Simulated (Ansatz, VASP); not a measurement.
PbO in VASP and in Ansatz

```
Pb O
1.0
     4.21654    0.00000    0.00000
    -2.10827    3.65163    0.00000
     0.00000    0.00000    5.22419
Pb O
2 2
Direct
  0.33333 0.66667 0.25000
  0.66667 0.33333 0.75000
  0.66667 0.33333 0.25000
  0.33333 0.66667 0.75000
```

Alike in both runs: task single point; functional PBE; k mesh 6 × 6 × 4; no spin polarisation.

|  | VASP | Ansatz |
| --- | --- | --- |
| version | VASP 6.6.1 | Ansatz 0.2.0 |
| potentials or method | VASP PAW PBE potentials, release 64 (Pb_d, O) | plane waves, PAW |
| plane-wave cutoff (eV) | 520 | 420 |
| occupations | gaussian, width 0.01 eV | fixed |
| valence electrons in the cell | 40 | 40 |

Ansatz gave:

```
gap on the k mesh at the Fermi level (eV)       : 1.24
pressure (GPa)                                  : 5.0
largest component of the traceless stress (GPa) : 0.07
```

**Question.** Which values does VASP return?

**Answer.** gap on the k mesh at the Fermi level (eV): 1.24; pressure (GPa): 5.0; largest component of the traceless stress (GPa): 0.04.

Caveats: spin-orbit coupling is left out, which as a rule narrows the gap of such compounds by several tenths of an eV. A k mesh can miss the band edges. As with any semilocal functional, this PBE gap is likely too small.
